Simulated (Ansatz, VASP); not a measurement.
## SrO in VASP and in Ansatz

```
Sr O
1.0
     0.00000    2.55255    2.55255
     2.55255    0.00000    2.55255
     2.55255    2.55255    0.00000
Sr O
1 1
Direct
  0.00000 0.00000 0.00000
  0.50000 0.50000 0.50000
```

Change from the starting cell: volume scaled by 0.98, crystal datasets.

Alike in both runs: task electric field gradients; functional LDA; k mesh 8 × 8 × 8; occupations fermi-dirac, width 0.02 eV; no spin polarisation.

```csv
,VASP,Ansatz
version,VASP 6.6.1,Ansatz 0.2.0
potentials or method,"VASP PAW LDA potentials, release 64 (Sr_sv, O), cutoff 520 eV","all-electron PAW with datasets made for the crystal, scalar-relativistic"
```

Ansatz gave:

- gap on the k mesh at the Fermi level (eV): 3.14
- pressure (GPa): -2.4
- Vzz of the field gradient on the site that differs most (V/Å²): 0.0

**Question.** Estimate VASP's values.

**Answer.** gap on the k mesh at the Fermi level (eV): 3.08; pressure (GPa): -1.6; Vzz of the field gradient on the site that differs most (V/Å²): 0.0.

Ansatz ran all-electron here, so the differences hold the error of VASP's frozen core and of both bases. Ansatz warned: «gradients_without_spin_orbit».

A k mesh can miss the band edges.
